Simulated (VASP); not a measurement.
# GaN, spontaneous polarisation by Berry phases: which settings are enough?

GaN, P6_3mc (no. 186), 4 atoms in the cell. PBEsol, Berry-phase polarisation along a path; PAW potentials Ga_d, N (PBE set). VASP 6.6.1.

Wanted: polarisation against the centrosymmetric parent within 0.01 C/m²; energy over the polar cell at the parent within 0.002 eV/atom.

Geometry: relaxed with this functional.

Polarisation against the centrosymmetric parent: it's counted from the planar hexagonal cell (step 0 of the path), so it is far larger than values against zinc blende.

The series start from Points on the path: 5; k mesh: 8x8x4; Plane-wave cutoff (eV): 520; Precision mode: Accurate; Projectors in real space: False. Each series keeps the choices made before it, and each single choice may use up half of a tolerance. Times cover all steps of a run.

## Points on the path

| Points on the path | Polarisation against the centrosymmetric parent (C/m²) | Energy over the polar cell at the parent (eV/atom) | Time (s) |
|---|---|---|---|
| 2 | 0.488 | 0.2785 | 31 |
| 3 | 1.341 | 0.2785 | 45 |
| 5 | 1.341 | 0.2785 | 74 |
| 9 (reference) | 1.341 | 0.2785 | 134 |

Chosen: 3, the loosest value from which every tighter one stays within half of the tolerance.

## k mesh

| k mesh | Polarisation against the centrosymmetric parent (C/m²) | Energy over the polar cell at the parent (eV/atom) | Time (s) |
|---|---|---|---|
| 4x4x2 | 1.343 | 0.2792 | 14 |
| 4x4x4 | 1.341 | 0.2780 | 19 |
| 6x6x4 | 1.341 | 0.2784 | 31 |
| 8x8x4 | 1.341 | 0.2785 | 45 |
| 10x10x6 | 1.340 | 0.2786 | 87 |
| 12x12x6 (reference) | 1.340 | 0.2786 | 120 |

Chosen: 4x4x2.

## Plane-wave cutoff (eV)

| Plane-wave cutoff (eV) | Polarisation against the centrosymmetric parent (C/m²) | Energy over the polar cell at the parent (eV/atom) | Time (s) |
|---|---|---|---|
| 320 | 1.343 | 0.2828 | 13 |
| 400 | 1.343 | 0.2802 | 13 |
| 460 | 1.343 | 0.2793 | 14 |
| 520 | 1.343 | 0.2792 | 14 |
| 640 (reference) | 1.343 | 0.2791 | 20 |

Chosen: 460.

## Precision mode

| Precision mode | Polarisation against the centrosymmetric parent (C/m²) | Energy over the polar cell at the parent (eV/atom) | Time (s) |
|---|---|---|---|
| Accurate | 1.343 | 0.2793 | 14 |
| Normal | 1.343 | 0.2794 | 12 |
| Single | 1.343 | 0.2793 | 14 |

Chosen: Accurate; no other choice that stays within half of the tolerance saves 30 % of the time.

## Projectors in real space

| Projectors in real space | Polarisation against the centrosymmetric parent (C/m²) | Energy over the polar cell at the parent (eV/atom) | Time (s) |
|---|---|---|---|
| False | 1.343 | 0.2793 | 14 |
| Auto | 1.343 | 0.2794 | 20 |

Chosen: False.

## All choices together

| Input | Polarisation against the centrosymmetric parent (C/m²) | Energy over the polar cell at the parent (eV/atom) | Time (s) |
|---|---|---|---|
| program defaults, KSPACING-like mesh of 0.5 per A (naive) | no result | no result | 14 |
| chosen settings | 1.343 | 0.2793 | 14 |
| reference settings throughout | 1.340 | 0.2785 | 643 |

The tolerance is met.

## The input

INCAR:
```
SYSTEM = GaN
PREC     = Accurate       ! precision mode
ENCUT    = 460            ! plane-wave cutoff, eV
EDIFF    = 1E-6           ! SCF threshold, eV
ISMEAR   = 0              ! smearing method
SIGMA    = 0.02           ! smearing width, eV
LREAL    = .FALSE.        ! projectors in reciprocal space
LASPH    = .TRUE.         ! aspherical terms in the spheres
ALGO     = Normal         ! electronic algorithm
NELM     = 120            ! most SCF steps
LWAVE    = .FALSE.        ! write WAVECAR
LCHARG   = .FALSE.        ! write CHGCAR
GGA      = PS             ! functional
LCALCPOL = .TRUE.       
DIPOL    = 0.127 0.213 0.319
KPAR     = 1             
```

KPOINTS:
```
Automatic mesh
0
Gamma
  4 4 2
  0 0 0
```

POSCAR.step1:
```
GaN
 1.0000000000000000
     3.1805801035205499    0.0000000000000000    0.0000000000000000
    -1.5902900517602749    2.7544631683856027   -0.0000000000000000
     0.0000000000000000   -0.0000000000000000    5.1830178713697528
 Ga  N
   2   2
Direct
  0.6666666667000027  0.3333333332999969  0.4374999999999999
  0.3333333332999970  0.6666666667000030  0.9375000000000000
  0.6666666667000027  0.3333333332999969  0.9375000000000000
  0.3333333332999970  0.6666666667000030  0.4374999999999999
```

POSCAR.step2:
```
GaN
 1.0000000000000000
     3.1805801035205499    0.0000000000000000    0.0000000000000000
    -1.5902900517602749    2.7544631683856027   -0.0000000000000000
     0.0000000000000000   -0.0000000000000000    5.1830178713697528
 Ga  N
   2   2
Direct
  0.6666666667000027  0.3333333332999969  0.4683558889239786
  0.3333333332999970  0.6666666667000030  0.9683558889239785
  0.6666666667000027  0.3333333332999969  0.9066441110760215
  0.3333333332999970  0.6666666667000030  0.4066441110760214
```

POSCAR.step3:
```
GaN
 1.0000000000000000
     3.1805801035205499    0.0000000000000000    0.0000000000000000
    -1.5902900517602749    2.7544631683856027   -0.0000000000000000
     0.0000000000000000   -0.0000000000000000    5.1830178713697528
 Ga  N
   2   2
Direct
  0.6666666667000027  0.3333333332999969  0.4992117778479571
  0.3333333332999970  0.6666666667000030  0.9992117778479571
  0.6666666667000027  0.3333333332999969  0.8757882221520430
  0.3333333332999970  0.6666666667000030  0.3757882221520429
```

Commands (each step's output is kept before the next begins):
```
cat potpaw_PBE.64/Ga_d/POTCAR potpaw_PBE.64/N/POTCAR > POTCAR
cp POSCAR.step1 POSCAR
mpirun -np 4 vasp_std > vasp.out
rm WAVECAR CHG
cp POSCAR.step2 POSCAR
mpirun -np 4 vasp_std > vasp.out
rm WAVECAR CHG
cp POSCAR.step3 POSCAR
mpirun -np 4 vasp_std > vasp.out
```

Limits: two points leave the branch of the polarisation undecided.

The chosen input took VASP 6.6.1 14 s on 4 cores (Intel Xeon Platinum 8259CL @ 2.50GHz (Skylake/Cascade Lake)), a shared host.

## An input that fails: band parallelism (NCORE) with Berry phases

It stopped.

Changes against the starting input:
```
+ NCORE = 2
```
